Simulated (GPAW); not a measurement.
SnO2:

```
CELL_PARAMETERS angstrom
1.61709 0.93363 4.80059
-1.61709 0.93363 4.80059
0.00000 -1.86726 4.80059
ATOMIC_POSITIONS crystal
Sn 0.50000 0.50000 0.50000
O 0.76283 0.76283 0.76283
O 0.23717 0.23717 0.23717
```

Measurements of this composition are mostly on another form, of space group No. 136.

Base run:

* Program: GPAW 26.7.0
* Functional: LDA
* Potentials or basis: the program's PAW data sets (release 1.2.1) made for this functional
* Cutoff: 800 eV
* Basis: pw
* k mesh: 6 × 6 × 6
* Occupations: fermi-dirac, width 0.05 eV
* Spin: no spin polarisation

Its results: band gap on the k mesh 1.79 eV, indirect (least direct gap 1.91 eV); pressure -10.6 GPa; largest force 0.786 eV/Å.

Q: The run is repeated on the same cell with these changes: cutoff from 800 eV to 600 eV; k mesh from 6 × 6 × 6 to 8 × 8 × 8. What comes out?

A: Band gap on the k mesh 1.79 eV, indirect (least direct gap 1.91 eV); pressure -14.8 GPa; largest force 0.775 eV/Å.

Caveats: spin-orbit coupling is left out, which moves the levels of the heavy elements; the cutoff is short for stress and forces, so pressures can be off by a GPa or more (some runs).

Not every run made on this cell is shown here.
